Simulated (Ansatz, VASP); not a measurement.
**One calculation of Sn, two programs**

```
Sn
1.0
     0.09737    3.29428    3.29428
     3.29428    0.09737    3.29428
     3.29428    3.29428    0.09737
Sn
2
Direct
  0.50000 0.50000 0.50000
  0.75000 0.75000 0.75000
```

Change from the starting cell: equal xy, yz and zx shear strains of +3 %.

Alike in both runs: task single point; functional LDA; k mesh 9 × 9 × 9; occupations fermi-dirac, width 0.03 eV; no spin polarisation.

|  | VASP | Ansatz |
| --- | --- | --- |
| version | VASP 6.6.1 | Ansatz 0.2.0 |
| potentials or method | VASP PAW LDA potentials, release 64 (Sn_d), cutoff 520 eV | all-electron LAPW, scalar-relativistic |

Ansatz gave:

| Quantity | Value |
| --- | --- |
| pressure (GPa) | -0.2 |
| largest component of the traceless stress (GPa) | 1.36 |
| rms of the force components (eV/Å) | 0.223 |

**Question.** Which values does VASP return?

**Answer.** Pressure (GPa): -0.2; largest component of the traceless stress (GPa): 1.38; rms of the force components (eV/Å): 0.224.

Atom by atom the forces differ by 0.001 eV/Å (rms over components). Ansatz ran all-electron here, so the differences hold the error of VASP's frozen core and of both bases.
